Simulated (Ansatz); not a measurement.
# Te2Mo: the cost of one run

Computed with Ansatz 0.2.0 (DFT PBE+D3(BJ), scalar-relativistic, plane waves, PAW, unless a step's input says otherwise).

### 1 The starting structure

It takes space group Pmn2_1 (No. 31, orthorhombic). The conventional cell has a = 3.477 Å, b = 6.335 Å, c = 13.889 Å, α = 90.00°, β = 90.00°, γ = 90.00°. Around Mo (site symmetry m) lie 6 Te at 2.70 to 2.81 Å and 2 Mo at 2.90 Å. Mo (site symmetry m) is surrounded by 6 Te at 2.71 to 2.82 Å and 2 Mo at 2.90 Å. Te (site symmetry m) has 3 Mo at 2.71 Å as nearest neighbours. Around Te (site symmetry m) lie 3 Mo at 2.81 to 2.82 Å. Te (site symmetry m) is surrounded by 3 Mo at 2.70 to 2.71 Å. Te (site symmetry m) is surrounded by 3 Mo at 2.81 Å.

Structure file:

```cif
data_structure
_symmetry_space_group_name_H-M 'Pmn2_1'
_symmetry_Int_Tables_number 31
_cell_length_a 3.4770
_cell_length_b 6.3350
_cell_length_c 13.8890
_cell_angle_alpha 90.000
_cell_angle_beta 90.000
_cell_angle_gamma 90.000
_cell_volume 305.93
loop_
_atom_site_label
_atom_site_type_symbol
_atom_site_symmetry_multiplicity
_atom_site_Wyckoff_symbol
_atom_site_fract_x
_atom_site_fract_y
_atom_site_fract_z
_atom_site_occupancy
Mo1 Mo 2 a 0.00000 0.60520 0.50030 1
Mo2 Mo 2 a 0.00000 0.03010 0.01470 1
Te1 Te 2 a 0.00000 0.86260 0.65570 1
Te2 Te 2 a 0.00000 0.64050 0.11250 1
Te3 Te 2 a 0.00000 0.29000 0.85930 1
Te4 Te 2 a 0.00000 0.21600 0.40270 1
```

(A quick probe on a coarse mesh, which set the mesh and smearing, is not shown.)

### 3 Relaxing cell and atoms

Input file input.yaml:

```yaml
crystal:
  lattice:
    - [3.477, 0.0, 0.0]
    - [0.0, 6.335, 0.0]
    - [0.0, 0.0, 13.889]
  atoms:
    - { symbol: Mo, position: [0.0, 0.6052, 0.5003] }
    - { symbol: Mo, position: [0.5, 0.3948, 0.0003] }
    - { symbol: Mo, position: [0.0, 0.0301, 0.0147] }
    - { symbol: Mo, position: [0.5, 0.9699, 0.5147] }
    - { symbol: Te, position: [0.0, 0.8626, 0.6557] }
    - { symbol: Te, position: [0.5, 0.1374, 0.1557] }
    - { symbol: Te, position: [0.0, 0.6405, 0.1125] }
    - { symbol: Te, position: [0.5, 0.3595, 0.6125] }
    - { symbol: Te, position: [0.0, 0.29, 0.8593] }
    - { symbol: Te, position: [0.5, 0.71, 0.3593] }
    - { symbol: Te, position: [0.0, 0.216, 0.4027] }
    - { symbol: Te, position: [0.5, 0.784, 0.9027] }
basis:
  ecutwfc: 420
kpoints:
  mp_grid: { grid: [10, 6, 4] }
hamiltonian:
  xc: pbe
  dispersion: d3bj
scf:
  occupations: { method: gaussian, width: 0.1 }
output:
  forces: true
  stress: true
  eigenvalues: true
relax:
  adjacent_minimum: "off"
  f_tol: 0.005
  max_steps: 80
  cell: { stress_tol: 0.05 }
```

Command:

```bash
$ ansatz run input.yaml --threads 8 --pin off --max-ram 22528MiB --backend cpu --events-out ev --progress --plain --runs-dir out
```

**Question.** How long does this run take on 8 threads of AMD EPYC 9R45 (Zen 5), shared host, and how much memory does it need?

About 1.8 min, with a peak of 2.8 GiB.
